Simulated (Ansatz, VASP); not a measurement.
## Two plane-wave programs on PtSe2 (Sudovikovite)

```xyz
3
Lattice="3.7240 0.0000 0.0000 -1.8620 3.2251 0.0000 0.0000 0.0000 5.0620" Properties=species:S:1:pos:R:3 pbc="T T T"
Pt    0.0000    0.0000    0.0000
Se    0.0000    2.1501    1.3139
Se    1.8620    1.0750    3.7481
```

Alike in both runs: functional PBE; dispersion D3(BJ); k mesh 15 × 15 × 8; occupations gaussian, width 0.1 eV; no spin polarisation.

Ansatz relaxed the structure, and its values are those at the end. VASP's run is a single point on that final structure, the one shown.

```csv
,VASP,Ansatz
version,VASP 6.6.1,Ansatz 0.2.0
potentials or method,"VASP PAW PBE potentials, release 64 (Pt, Se)","scalar-relativistic, plane waves, PAW"
plane-wave cutoff (eV),520,420
valence electrons in the cell,22,50
```

Ansatz gave:

* gap on the k mesh at the Fermi level (eV): none
* pressure (GPa): 0.4
* rms of the force components (eV/Å): 0.004

Task: Which values does VASP return?

Result: gap on the k mesh at the Fermi level (eV): none; pressure (GPa): 0.4; rms of the force components (eV/Å): 0.006.

A gap of «none» marks a metal or a gap that the smearing closes. The two sets of potentials don't hold the same shells in valence. Ansatz warned: «stress_scf_threshold_loose».

Caveats: pairwise dispersion overbinds metals, which lowers pressure and volume. The runs have no spin-orbit coupling, so splittings on Pt are missing.
